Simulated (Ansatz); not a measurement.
# BaTiO3: equation of state with rPW86-PBE

The system is BaTiO3.

```xyz
5
Lattice="3.9998 0.0000 0.0000 0.0000 3.9998 0.0000 0.0000 0.0000 4.0180" Properties=species:S:1:pos:R:3 pbc="T T T"
Ba    0.0000    0.0000    0.0000
Ti    1.9999    1.9999    1.9688
O     0.0000    1.9999    2.0773
O     1.9999    0.0000    2.0773
O     1.9999    1.9999    0.0763
```

* Program: Ansatz 0.2.0
* Task: equation of state
* Functional: rPW86-PBE
* Potentials or basis: Ansatz PAW
* Cutoff: 420 eV
* Density cutoff: 1680 eV
* k mesh: 7 × 7 × 7
* Occupations: fermi-dirac, width 0.05 eV
* Spin: no spin polarisation

* Equilibrium volume: 13.45 Å³/atom
* Bulk modulus at fixed shape and positions: 155 GPa
* Pressure derivative of the bulk modulus: 4.4

Energy against volume, from the lowest point:
```csv
volume (Å³/atom),energy (meV/atom)
12.085,81.37
12.342,51.57
12.599,29.27
12.856,13.64
13.113,4.09
13.371,0.00
13.628,0.82
```

All runs of the series together: 18 s on 2 threads of INTEL(R) XEON(R) PLATINUM 8581C CPU @ 2.10GHz (Emerald Rapids), on a shared host.

Caveat: the potentials were made for another functional, which shifts forces and pressure; the cell was scaled at fixed shape and fractional positions, which overstates the stiffness of a crystal with free parameters, most of all of layers and chains. The run has no spin-orbit coupling, so splittings on Ba are missing.
